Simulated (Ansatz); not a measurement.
Cell and atoms are relaxed with the symmetry kept. Start:

```
Zn Se
1.0
     0.00000    2.83380    2.83380
     2.83380    0.00000    2.83380
     2.83380    2.83380    0.00000
Zn Se
1 1
Direct
  0.00000 0.00000 0.00000
  0.25000 0.25000 0.25000
```

Theory: DFT PBE, scalar-relativistic, plane waves, PAW (Ansatz).

Cutoff 420 eV; k points 8×8×8 on the computed 2-atom cell (Γ-centred); Gaussian smearing, width 0.02 eV; no spin polarisation.

What does it relax to?

The volume rises by 0.78 Å³/atom to 23.54 Å³/atom, and the energy falls by 5.0 meV/atom. Final structure:
Space group F-43m (No. 216). a = 5.732 Å, b = 5.732 Å, c = 5.732 Å, α = 90.00°, β = 90.00°, γ = 90.00°
```tsv
atom	site	symmetry	x	y	z
Zn	4a	-43m	0.0000	0.0000	0.0000
Se	4d	-43m	0.2500	0.2500	0.7500
```